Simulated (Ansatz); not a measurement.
`O[CH2][Zn][F]` + `CC(C)(C)O` → `CC(C)(C)[O][Zn][F]` + CH₃OH  (ligand exchange at a Zn–C bond)

Gas-phase electronic energies from Ansatz, PBE0-D4/def2-TZVP geometries. CBS: MP2 limit from def2 TZ/QZ plus the TZ coupled-cluster correction, frozen cores. This one scheme is used for every species. Functionals use def2-TZVPP. B3LYP here is the variant with VWN-RPA as its local correlation; programs differ in this. HSE06 is defined as in plane-wave codes. For Zn outer-core shells are correlated without core-valence functions, which leaves a few kJ/mol of doubt a bond. Scalar relativity is left out up to krypton. Each species was taken in one conformer, which may not be the lowest.

`O[CH2][Zn][F]`:

Cartesian coordinates in Å:
```
O 0.631 -0.074 -1.394
C -0.428 -0.127 -0.450
Zn 0.068 0.491 1.335
F 0.552 1.054 2.927
H 1.261 -0.768 -1.193
H -0.883 -1.124 -0.404
H -1.202 0.547 -0.822
```

`CC(C)(C)O`:

Z-matrix (Å, degrees):
```
C
C 1 1.523
H 1 1.093 2 111.3
H 1 1.092 2 110.2 3 120.5
H 1 1.095 2 110.7 3 -119.7
C 2 1.517 1 110.8 3 -61.9
C 2 1.523 1 110.7 3 61.4
O 2 1.426 1 109.7 3 -177.5
H 6 1.092 2 110.2 1 -178.1
H 6 1.092 2 110.2 1 -58.7
H 6 1.092 2 110.8 1 61.6
H 7 1.093 2 111.3 1 -61.3
H 7 1.092 2 110.2 1 178.2
H 7 1.095 2 110.7 1 58.4
H 8 0.961 2 108.1 1 -60.8
```

`CC(C)(C)[O][Zn][F]`:

```xyz
16

C    -0.250    0.618    1.645
C    -0.081    0.097    0.224
C     0.348   -1.365    0.246
C     0.944    0.936   -0.528
O    -1.352    0.219   -0.389
Zn   -1.639   -0.270   -2.059
F    -2.051   -0.715   -3.691
H    -0.582    1.658    1.624
H     0.690    0.562    2.200
H    -1.003    0.030    2.172
H     1.300   -1.500    0.765
H     0.476   -1.743   -0.776
H    -0.409   -1.972    0.746
H     0.612    1.975   -0.583
H     1.072    0.561   -1.551
H     1.924    0.909   -0.045
```

CH₃OH:

```xyz
6

C     0.018    0.251    0.252
O    -0.466   -0.394   -0.904
H    -0.578    1.154    0.388
H     1.070    0.548    0.156
H    -0.091   -0.367    1.152
H     0.046   -1.192   -1.044
```

(1) Is it downhill or uphill in electronic energy at CCSD(T)/CBS, and by how much? (An estimate is asked.)

(2) What do these levels give: PBE-D4, HSE06-D4, BHLYP-D4, B2PLYP, BLYP, PBE0, B3LYP, BHLYP, MP2/def2-SVP, CCSD/def2-SVP, HF/def2-QZVPP, SCS-MP2/def2-QZVPP? (Estimate.)

Largest T1 diagnostic among the species: 0.016.

## Answers

(1) Ansatz gave: Downhill: ΔE = -0.64 eV.

(2) Ansatz gave: PBE-D4 -0.44, HSE06-D4 -0.50, BHLYP-D4 -0.64, B2PLYP -0.58, BLYP -0.44, PBE0 -0.47, B3LYP -0.49, BHLYP -0.59, MP2/def2-SVP -0.83, CCSD/def2-SVP -0.82, HF/def2-QZVPP -0.78, SCS-MP2/def2-QZVPP -0.68 eV.

In def2-TZVPP, CCSD(T) changes the Hartree–Fock value by +0.09 eV (the triples alone add +0.00 eV) and MP2 by +0.09 eV. Leaving LDA and LC-ωPBE aside and taking each functional with its dispersion term where it has one, the values spread over 0.19 eV, from BHLYP-D4 to PBE-D4.
